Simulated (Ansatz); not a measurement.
The system is Fe.

```xyz
2
Lattice="2.4342 0.0000 0.0000 -1.2171 2.1080 0.0000 0.0000 0.0000 3.8419" Properties=species:S:1:pos:R:3 pbc="T T T"
Fe    1.2171    0.7027    2.8815
Fe    0.0000    1.4054    0.9605
```

This isn't the form of Fe at room conditions, which is bcc.

```yaml
Program: Ansatz 0.2.0
Task: relaxation of cell and atoms
Functional: PBEsol0
Potentials_or_basis: Ansatz PAW
Cutoff: "420 eV (not typed: the program's choice for these potentials)"
k_mesh: 6 × 6 × 4
Occupations: fermi-dirac, width 0.05 eV
Spin: collinear spin, ferromagnetic start
Starting_moments: "[3.0, 3.0] μB"
```

At the start: volume 9.86 Å³/atom.

Q: How do energy, volume and symmetry change on relaxing?

A: It ends after 8 steps and the volume is 9.37 Å³/atom (-4.9 %); space group P6_3/mmc (No. 194, to 0.05 Å); moment 0.31 μB per cell.

The path:
| step | energy change (eV) | largest force (eV/Å) | volume (Å³) |
| --- | --- | --- | --- |
| 1 | 0.0000 | 0.0000 | 19.71 |
| 2 | -0.0475 | 0.0000 | 19.14 |
| 3 | -0.0587 | 0.0000 | 18.69 |
| 4 | -0.0588 | 0.0000 | 18.74 |
| 5 | -0.0588 | 0.0000 | 18.73 |
| 6 | -0.0571 | 0.0000 | 18.73 |
| 7 | -0.0571 | 0.0000 | 18.74 |
| 8 | -0.0571 | 0.0000 | 18.74 |

Final structure:
```xyz
2
Lattice="2.4019 0.0000 0.0000 -1.2009 2.0801 0.0000 0.0000 0.0000 3.7512" Properties=species:S:1:pos:R:3 pbc="T T T"
Fe    1.2009    0.6934    2.8134
Fe    0.0000    1.3867    0.9378
```

Caveat: the k mesh is coarse (spacing up to 0.50 Å⁻¹), so the values aren't converged, least of all with exact exchange; the magnetic or orbital state may not be the lowest; the plane-wave basis is chosen anew once the cell has moved, so the energies of steps on either side of that aren't comparable; the PAW data sets come from PBE, with cores solved anew for the run's functional, which leaves a small shift of forces and pressure; the starting moments weren't kept.
